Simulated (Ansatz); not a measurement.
The system is SnO2.

```
Sn O
1.0
    -3.24890    3.41447    3.41402
     3.24890   -3.41447    3.41402
     3.24890    3.41447   -3.41402
Sn O
4 8
Direct
  0.50000 0.00000 0.00000
  0.50000 0.50000 0.50000
  0.00360 0.75360 0.25000
  0.99640 0.24640 0.75000
  0.80650 0.80377 0.49728
  0.80650 0.30922 0.00272
  0.30244 0.24594 0.05649
  0.68944 0.24594 0.44350
  0.31056 0.75406 0.55649
  0.19350 0.69078 0.99728
  0.69756 0.75406 0.94351
  0.19350 0.19623 0.50272
```

The cell is a database's computed one.

Base run:

- Program: Ansatz 0.2.0
- Functional: RPBE
- Potentials or basis: Ansatz PAW
- Cutoff: 420 eV (not typed: the program's choice for these potentials)
- k mesh: 6 × 6 × 6
- Occupations: fermi-dirac, width 0.05 eV
- Spin: no spin polarisation

Its results: band gap on the k mesh 0.72 eV; pressure 3.1 GPa; largest force 0.057 eV/Å.

Problem. The run is repeated on the same cell with these changes: functional from RPBE to LDA. What comes out?

Solution. Band gap on the k mesh 0.48 eV; pressure -11.4 GPa; largest force 0.146 eV/Å.

LDA binds more tightly than RPBE, so the same cell stands under less pressure.

Caveats: spin-orbit coupling is left out, which moves the levels of the heavy elements; the PAW data sets come from PBE, with cores solved anew for the run's functional, which leaves a small shift of forces and pressure.
